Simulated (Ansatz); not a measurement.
FeGe2, 6 atoms in the cell. The structure is tetragonal, space group I4/mcm (No. 140). The conventional cell has a = 5.919 Å, b = 5.919 Å, c = 4.903 Å, α = 90.00°, β = 90.00°, γ = 90.00°. Around Ge (site symmetry m2m) lie 4 Fe at 2.55 Å and 3 Ge at 2.59 to 2.92 Å. Fe (site symmetry 422) has 2 Fe at 2.45 Å and 8 Ge at 2.55 Å as nearest neighbours. The cell is a database's computed one.

- Program: Ansatz 0.2.0
- Task: relaxation of cell and atoms
- Functional: BLYP
- Potentials or basis: Ansatz PAW
- Cutoff: 420 eV (not typed: the program's choice for these potentials)
- k mesh: 5 × 5 × 5
- Occupations: fermi-dirac, width 0.05 eV
- Spin: collinear spin, ferromagnetic start
- Starting moments: [0.0, 0.0, 0.0, 0.0, 3.0, 3.0] μB

Potentials or basis: Ansatz PAW.

The run is started by

```console
$ ansatz run input.yaml --threads 2 --pin off --max-ram 5632MiB --backend cpu --events-out ev --progress --plain --runs-dir out
```

Hardware: 2 threads of Intel(R) Xeon(R) Processor @ 2.70GHz, on a shared host.

Question: How long does it take, and how much memory?

Answer: Run time: 90 s on 2 threads of Intel(R) Xeon(R) Processor @ 2.70GHz (shared host), peak memory 0.56 GiB. Counts: scf iterations 84, plane waves 1865, k points 18, bands 57, ion steps 8.
